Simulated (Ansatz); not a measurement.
Computed with Ansatz, DFT PBE, scalar-relativistic, plane waves, PAW, and for the lanthanide a 4f-in-core norm-conserving potential. All cells share a 770 eV cutoff and Γ-centred k meshes spaced at most about 0.3 Å⁻¹ (about 0.25 or finer for metals, 2π included). No spin polarisation.

All energies are static (0 K, no zero-point motion).

Question: Which of these relaxed structures of ErH₄ is the lowest in energy?
1.

```
Er H
1.0
    -1.98785    1.98785    3.29658
     1.98785   -1.98785    3.29658
     1.98785    1.98785   -3.29658
Er H
1 4
Cartesian
  0.0000 0.0000 0.0000
  0.0000 0.0000 2.1561
  0.0000 0.0000 4.4370
  0.0000 1.9878 0.0000
  1.9878 0.0000 0.0000
```

2.

```
Er H
1.0
    -1.77831    1.77831    2.86337
     1.77831   -1.77831    2.86337
     1.77831    1.77831   -2.86337
Er H
1 4
Direct
  0.00000 0.00000 0.00000
  0.75000 0.25000 0.50000
  0.25000 0.75000 0.50000
  0.41694 0.41694 0.00000
  0.58306 0.58306 0.00000
```

3.

```
Er H
1.0
     4.07285    0.00000    0.00000
     0.00000    4.07285    0.00000
     0.00000    0.00000    4.07285
Er H
1 4
Direct
  0.50000 0.50000 0.50000
  0.00000 0.00000 0.00000
  0.50000 0.50000 0.00000
  0.50000 0.00000 0.50000
  0.00000 0.50000 0.50000
```

Answer: 2. The next of these, cell 1, lies 0.36 eV/atom higher. Forms: cell 2 I4/mmm; cell 1 I4/mmm; cell 3 Pm-3m. Counting H atoms around Er (those within 1.25 times the shortest such distance or 1.15 times the sum of covalent radii, 1.27 where that leaves under three): cell 2 has Er 18; cell 1 has Er 6; cell 3 has Er 6. All come from invented guesses. The lowest form computed isn't among them: it has space group I4/mmm (No. 139), 7.1 Å³/atom and lies 43 meV/atom below the best shown.

H stands nearly free of neighbours here, and without spin polarisation the energy of such atoms comes out too high. With hydrogen, zero-point motion can shift such differences by 10 meV/atom or more. Cells relaxed within their symmetry can be saddle points. Some structure types and database cells were kept out of the candidates from the start, so a known form may be missing.

The lanthanide is trivalent by construction, without f bands, f moments or other valences.
